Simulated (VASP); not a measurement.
# WC (P-6m2) in VASP: notebook

One crystal, WC, is run at these levels: PBE; tasks: single point, relaxation of cell and atoms.

All numbers are computed with VASP 6.6.1; they aren't measurements. Logs are shortened: lines on timing, memory, paths and dates and some standing lists are left out, and cuts for length are marked.

### Step 1. The structure

The structure is hexagonal, space group P-6m2 (No. 187). Conventional cell: a = 2.922 Å, b = 2.922 Å, c = 2.847 Å, α = 90.00°, β = 90.00°, γ = 120.00°. W (site symmetry -6m2) has 6 C at 2.21 Å as nearest neighbours. C (site symmetry -6m2) is surrounded by 6 W at 2.21 Å.

### Step 2. Single point, PBE

Contents of INCAR:

```
  PREC = Accurate
  ENCUT = 520
  EDIFF = 1E-6
  ISMEAR = 0
  SIGMA = 0.1
  LREAL = F
  LASPH = T
  NELM = 100
  ALGO = Normal
  ISIF = 2
  LWAVE = F
  LCHARG = F
  GGA = PE
  NBANDS = 16
```

Contents of KPOINTS:

```
Automatic mesh
0
Gamma
  18 18 14
```

Contents of POSCAR:

```
WC
1.0
    2.9217712149      0.0000000000      0.0000000000
   -1.4608856074      2.5303280962      0.0000000000
    0.0000000000      0.0000000000      2.8470769657
W C
1 1
Direct
    0.0000000000      0.0000000000      0.0000000000
    0.6666666667      0.3333333333      0.5000000000
```

Potentials or basis: VASP PAW PBE potentials, release 64 (W_sv, C).

Started as:

```bash
> cat potpaw_PBE.64/W_sv/POTCAR potpaw_PBE.64/C/POTCAR > POTCAR
> mpirun -np 1 vasp_std > vasp.out
```

OUTCAR:

```text
PREC = Accurate
   ENCUT = 520
   EDIFF = 1E-6
   ISMEAR = 0
   LREAL = F
   LASPH = T
   NELM = 100
   ISIF = 2
   GGA = PE

 ion  position               nearest neighbor table
   1  0.000  0.000  0.000-   2 2.21   2 2.21   2 2.21   2 2.21   2 2.21   2 2.21
   2  0.667  0.333  0.500-   1 2.21   1 2.21   1 2.21   1 2.21   1 2.21   1 2.21

  LATTYP: Found a hexagonal cell.
 ALAT       =     2.9217712149
 C/A-ratio  =     0.9744352847

  Lattice vectors:

 A1 = (   2.9217712149,   0.0000000000,   0.0000000000)
 A2 = (  -1.4608856074,   2.5303280962,   0.0000000000)
 A3 = (   0.0000000000,   0.0000000000,   2.8470769657)

Analysis of symmetry for initial positions (statically):
=====================================================================
 Subroutine PRICEL returns:
 Original cell was already a primitive cell.

 Routine SETGRP: Setting up the symmetry group for a
 hexagonal supercell.

 Subroutine GETGRP returns: Found 12 space group operations
 (whereof 12 operations were pure point group operations)
 out of a pool of 24 trial point group operations.

The static configuration has the point symmetry D_3h.

Analysis of symmetry for dynamics (positions and initial velocities):
=====================================================================
 Subroutine PRICEL returns:
 Original cell was already a primitive cell.

 Routine SETGRP: Setting up the symmetry group for a
 hexagonal supercell.

 Subroutine GETGRP returns: Found 12 space group operations
 (whereof 12 operations were pure point group operations)
 out of a pool of 24 trial point group operations.

The dynamic configuration has the point symmetry D_3h.

 Subroutine INISYM returns: Found 12 space group operations
 (whereof 12 operations are pure point group operations),
 and found     1 'primitive' translations

----------------------------------------------------------------------------------------

                                     Primitive cell

  volume of cell :      21.0486

  direct lattice vectors                    reciprocal lattice vectors
     2.921771215  0.000000000  0.000000000     0.342258146  0.197602833  0.000000000
    -1.460885607  2.530328096  0.000000000     0.000000000  0.395205666  0.000000000
     0.000000000  0.000000000  2.847076966     0.000000000  0.000000000  0.351237431

  length of vectors
     2.921771215  2.921771215  2.847076966     0.395205666  0.395205666  0.351237431

  position of ions in fractional coordinates (direct lattice)
     0.000000000  0.000000000  0.000000000
     0.666666667  0.333333333  0.500000000

  ion indices of the primitive-cell ions
   primitive index   ion index
                 1           1
                 2           2

----------------------------------------------------------------------------------------

 KPOINTS: Automatic mesh

Automatic generation of k-mesh.
 Grid dimensions read from file:
 generate k-points for:   18   18   14

 Generating k-lattice:

  Cartesian coordinates                     Fractional coordinates (reciprocal lattice)
     0.019014341  0.010977935  0.000000000     0.055555556  0.000000000  0.000000000
     0.000000000  0.021955870  0.000000000     0.000000000  0.055555556  0.000000000
     0.000000000  0.000000000  0.025088388     0.000000000  0.000000000  0.071428571

  Length of vectors
     0.021955870  0.021955870  0.025088388

  Shift w.r.t. Gamma in fractional coordinates (k-lattice)
     0.000000000  0.000000000  0.000000000

 Subroutine IBZKPT returns following result:
 ===========================================

 Found    296 irreducible k-points:

 Following reciprocal coordinates:
            Coordinates               Weight
  0.000000  0.000000  0.000000      1.000000
  0.055556  0.000000  0.000000      6.000000
  0.111111  0.000000  0.000000      6.000000
  0.166667  0.000000  0.000000      6.000000
  0.222222  0.000000  0.000000      6.000000
  0.277778  0.000000  0.000000      6.000000
[... 16 lines left out ...]
  0.333333  0.111111  0.000000     12.000000
  0.388889  0.111111  0.000000     12.000000
 [... further k-points ...]
   k-points           NKPTS =    296   k-points in BZ     NKDIM =    296   number of bands    NBANDS=     16
   number of dos      NEDOS =    301   number of ions     NIONS =      2
   total plane-waves  NPLWV =  13824
   dimension x,y,z NGX =    24 NGY =   24 NGZ =   24
   dimension x,y,z NGXF=    48 NGYF=   48 NGZF=   48
   ions per type =               1   1
   NGX,Y,Z   is equivalent  to a cutoff of  13.66, 13.66, 14.01 a.u.
   NGXF,Y,Z  is equivalent  to a cutoff of  27.31, 27.31, 28.03 a.u.
 SYSTEM =  unknown system
   PREC   = accura    normal or accurate (medium, high low for compatibility)
   ISTART =      0    job   : 0-new  1-cont  2-samecut
   ICHARG =      2    charge: 1-file 2-atom 10-const
   ISPIN  =      1    spin polarized calculation?
   LNONCOLLINEAR =      F non collinear calculations
   LSORBIT =      F    spin-orbit coupling
   LASPH  =      T    aspherical Exc in radial PAW
   ENCUT  =  520.0 eV  38.22 Ry    6.18 a.u.   5.43  5.43  5.29*2*pi/ulx,y,z
   NELM   =    100;   NELMIN=  2; NELMDL= -5     # of ELM steps
   EDIFF  = 0.1E-05   stopping-criterion for ELM
   LREAL  =      F    real-space projection
   EDIFFG = 0.1E-04   stopping-criterion for IOM
   NSW    =      0    number of steps for IOM
   IBRION =     -1    ionic relax: 0-MD 1-quasi-New 2-CG
   NFREE  =      0    steps in history (QN), initial steepest desc. (CG)
   ISIF   =      2    stress and relaxation
   ISYM   =      2    0-nonsym 1-usesym 2-fastsym
   POTIM  = 0.5000    time-step for ionic-motion
   TEBEG  =    0.0;   TEEND  =   0.0 temperature during run
   PSTRESS=    0.0 pullay stress
   NELECT =      18.0000    total number of electrons
   NUPDOWN=      -1.0000    fix difference up-down
   EMIN   =  10.00;   EMAX   =-10.00  energy-range for DOS
   EFERMI =   0.00;   METHOD = LEGACY
   ISMEAR =     0;   SIGMA  =   0.10  broadening in eV -4-tet -1-fermi 0-gaus
   EFERMI_NEDOS =   21; number of points for ismear=-14 and -15
   IALGO  =     38    algorithm
   IMIX   =      4    mixing-type and parameters
     AMIX     =   0.40;   BMIX     =  1.00
     AMIX_MAG =   1.60;   BMIX_MAG =  1.00
  volume/ion in A,a.u.               =      10.52        71.02
  Fermi-wavevector in a.u.,A,eV,Ry     =   1.553907  2.936458 32.852978  2.414626
  Thomas-Fermi vector in A             =   2.658070
   LORBIT       =      0    0 simple, 1 ext, 2 COOP (PROOUT), +10 PAW based schemes
   GGA     = PE    functional components
   LHFCALC =     F    Hartree Fock is set to
   AEXX    =    0.0000 exact exchange contribution
   IVDW    =     0    specifies the selected vdW correction
   LEPSILON=     F    determine dielectric tensor
   LRPA    =     F    only Hartree local field effects (RPA)
 non-spin polarized calculation
 Gauss-broadening in eV      SIGMA  =   0.10
  energy-cutoff  :      520.00
  volume of cell :       21.05
 maximum number of plane-waves:       587
 NGX is ok and might be reduce to    24
   NGX = 11   NGY = 11   NGZ = 11

 number of electron      18.0000000 magnetization

 Free energy of the ion-electron system (eV)
  ---------------------------------------------------
  ext. energy  EPLUGINS =         0.00000000
  ---------------------------------------------------
  free energy    TOTEN  =       -22.44990459 eV

  energy without entropy =      -22.44851195  energy(sigma->0) =      -22.44920827

 E-fermi :  10.8651     XC(G=0): -13.7208

 val. band max:       10.8564025547   @ k =   0.4444   0.0000   0.5000
 cond. band min:      10.8756056281   @ k =   0.4444   0.0556   0.4286
 fundamental gap:      0.0192030734
 Fermi energy:        10.8651474215

 k-point     1 :       0.0000    0.0000    0.0000
  band No.  band energies     occupation
      1     -63.1568      2.00000
      2     -27.1333      2.00000
      3     -27.0429      2.00000
      4     -27.0429      2.00000
      5      -3.4646      2.00000
      6       6.6469      2.00000
[... 8 lines left out ...]
     15      25.0923      0.00000
     16      27.4745      0.00000

 k-point     2 :       0.0556    0.0000    0.0000
  band No.  band energies     occupation
      1     -63.1552      2.00000
      2     -27.1302      2.00000
      3     -27.0674      2.00000
      4     -27.0485      2.00000
      5      -3.3847      2.00000
      6       6.6762      2.00000
[... 8 lines left out ...]
     15      24.9112      0.00000
     16      27.6437      0.00000

 k-point     3 :       0.1111    0.0000    0.0000
  band No.  band energies     occupation
      1     -63.1505      2.00000
      2     -27.1373      2.00000
      3     -27.1212      2.00000
      4     -27.0644      2.00000
      5      -3.1510      2.00000
      6       6.6420      2.00000
[... 8 lines left out ...]
     15      24.6102      0.00000
     16      28.1318      0.00000

 k-point     4 :       0.1667    0.0000    0.0000
  band No.  band energies     occupation
      1     -63.1433      2.00000
      2     -27.2431      2.00000
      3     -27.1074      2.00000
      4     -27.0887      2.00000
      5      -2.7815      2.00000
      6       6.2618      2.00000
[... 8 lines left out ...]
     15      24.4546      0.00000
     16      28.8844      0.00000
[... 324 lines left out ...]
 k-point    22 :       0.2778    0.1111    0.0000
  band No.  band energies     occupation
      1     -63.1140      2.00000
      2     -27.6235      2.00000
      3     -27.2250      2.00000
      4     -27.0505      2.00000
      5      -1.0196      2.00000
      6       4.6500      2.00000
[... 8 lines left out ...]
     15      25.8398      0.00000
     16      27.2821      0.00000

 k-point    23 :       0.3333    0.1111    0.0000
  band No.  band energies     occupation
      1     -63.1072      2.00000
      2     -27.7087      2.00000
      3     -27.2554      2.00000
      4     -27.0374      2.00000
      5      -0.5141      2.00000
      6       4.3060      2.00000
[... 8 lines left out ...]
     15      25.3270      0.00000
     16      27.5355      0.00000

 k-point    24 :       0.3889    0.1111    0.0000
  band No.  band energies     occupation
      1     -63.1027      2.00000
      2     -27.7637      2.00000
      3     -27.2752      2.00000
      4     -27.0287      2.00000
      5      -0.1450      2.00000
      6       4.0753      2.00000
[... 8 lines left out ...]
     15      24.4784      0.00000
     16      28.2074      0.00000

 [... further k-points ...]

------------------------ aborting loop because EDIFF is reached ----------------------------------------

  FORCE on cell =-STRESS in cart. coord.  units (eV):
  Direction    XX          YY          ZZ          XY          YZ          ZX
  --------------------------------------------------------------------------------------
  -------------------------------------------------------------------------------------
  Total        0.1252189      0.1252189      0.1640736      0.0000000      0.0000000     -0.0000000
  in kB        9.5314305      9.5314305     12.4889845      0.0000000      0.0000000     -0.0000000
  external PRESSURE =      10.5172818 kB  Pullay stress =       0.0000000 kB

 VOLUME and BASIS-vectors are now :
 -----------------------------------------------------------------------------
  energy-cutoff  :      520.00
  volume of cell :       21.05
      direct lattice vectors                 reciprocal lattice vectors
     2.921771215  0.000000000  0.000000000     0.342258146  0.197602833  0.000000000
    -1.460885607  2.530328096  0.000000000     0.000000000  0.395205666  0.000000000
     0.000000000  0.000000000  2.847076966     0.000000000  0.000000000  0.351237431

 POSITION                                       TOTAL-FORCE (eV/Angst)
 -----------------------------------------------------------------------------------
      0.00000      0.00000      0.00000         0.000000     -0.000000      0.000000
      1.46089      0.84344      1.42354        -0.000000      0.000000      0.000000
 -----------------------------------------------------------------------------------
    total drift:                                0.000000     -0.000000      0.000000

  FREE ENERGIE OF THE ION-ELECTRON SYSTEM (eV)
  ---------------------------------------------------
  free  energy   TOTEN  =       -22.4499045939 eV

  energy  without entropy=      -22.4485119523  energy(sigma->0) =      -22.44920827
```

Wall time 41 s (1 thread of Intel Xeon Platinum 8259CL at 2.50GHz (Skylake/Cascade Lake), shared host); peak memory 0.22 GiB.

Results:

```
Free energy            : -22.4499 eV
Pressure               : 1.1 GPa
Band gap on the k mesh : none (metal or under the smearing width)
```

### Step 3. Relaxation of cell and atoms, PBE

Contents of INCAR:

```
PREC = Accurate
ENCUT = 600
EDIFF = 1E-6
ISMEAR = 0
SIGMA = 0.1
LREAL = F
LASPH = T
NELM = 100
ALGO = Fast
ISIF = 3
LWAVE = F
LCHARG = F
GGA = PE
IBRION = 2
NSW = 100
EDIFFG = -0.005
```

Contents of KPOINTS:

```
regular mesh
0
Gamma
  18 18 14
```

Contents of POSCAR:

```
WC
1.0
    2.9225169305      0.0000000000      0.0000000000
   -1.4612584652      2.5309739048      0.0000000000
    0.0000000000      0.0000000000      2.8461543321
W C
1 1
Direct
    0.0000000000      0.0000000000      0.0000000000
    0.6666666667      0.3333333333      0.5000000000
```

Potentials or basis: VASP PAW PBE potentials, release 64 (W_sv, C).

Started as:

```bash
> cat potpaw_PBE.64/W_sv/POTCAR potpaw_PBE.64/C/POTCAR > POTCAR
> mpirun -np 1 vasp_std > vasp.out
```

Run time: 2.3 min. Hardware: 1 thread of Intel Xeon Platinum 8259CL at 2.50GHz (Skylake/Cascade Lake), shared host; peak memory 0.24 GiB.

Results (log left out):

| Quantity | Value |
| --- | --- |
| Free energy | -22.4510 eV |
| Relaxed volume | 10.55 Å³/atom |
| Relaxed cell | a = 2.924 Å, b = 2.924 Å, c = 2.850 Å, α = 90.00°, β = 90.00°, γ = 120.00° |
| Space group after relaxing (to 0.05 Å) | P-6m2 (No. 187) |
| Energy gained by relaxing | 0.1 meV/atom |
| Ionic steps | 7 |
| Pressure after relaxing | 0.0 GPa |
| Band gap on the k mesh | none (metal or under the smearing width) |

Step by step:
| step | energy change (eV) | largest force (eV/Å) | pressure (GPa) | volume (Å³) |
| --- | --- | --- | --- | --- |
| 1 | 0.0000 | 0.0000 | 0.99 | 21.05 |
| 2 | 0.0012 | 0.0000 | -2.76 | 21.25 |
| 3 | -0.0002 | 0.0000 | -0.05 | 21.10 |
| 4 | -0.0002 | 0.0000 | -0.03 | 21.10 |
| 5 | -0.0002 | 0.0000 | -0.02 | 21.10 |
| 6 | -0.0002 | 0.0000 | 0.05 | 21.10 |
| 7 | -0.0002 | 0.0000 | 0.05 | 21.10 |

Final structure:
```
W C
1.0
     2.92392    0.00000    0.00000
    -1.46196    2.53219    0.00000
     0.00000    0.00000    2.84975
W C
1 1
Direct
  0.00000 0.00000 0.00000
  0.66667 0.33333 0.50000
```

Levels at points of the mesh, in eV from the Fermi level:
```
           k point  band 6  band 7  band 8  band 9  band 10  band 11  band 12  band 13
(0.00, 0.00, 0.00)   -4.20   -3.26   -3.26    0.11     3.17     3.17     5.55     5.55
(0.50, 0.00, 0.00)   -6.94   -3.52   -3.48   -0.46     2.31     4.43     4.77     6.78
(0.00, 0.00, 0.50)   -8.53   -1.97   -1.97   -0.55    -0.55     3.63     4.49     4.49
(0.50, 0.00, 0.50)   -6.34   -4.23   -4.14    0.27     4.33     5.20     6.50     9.02
```

Spin-orbit coupling is left out, which matters for the levels of W.
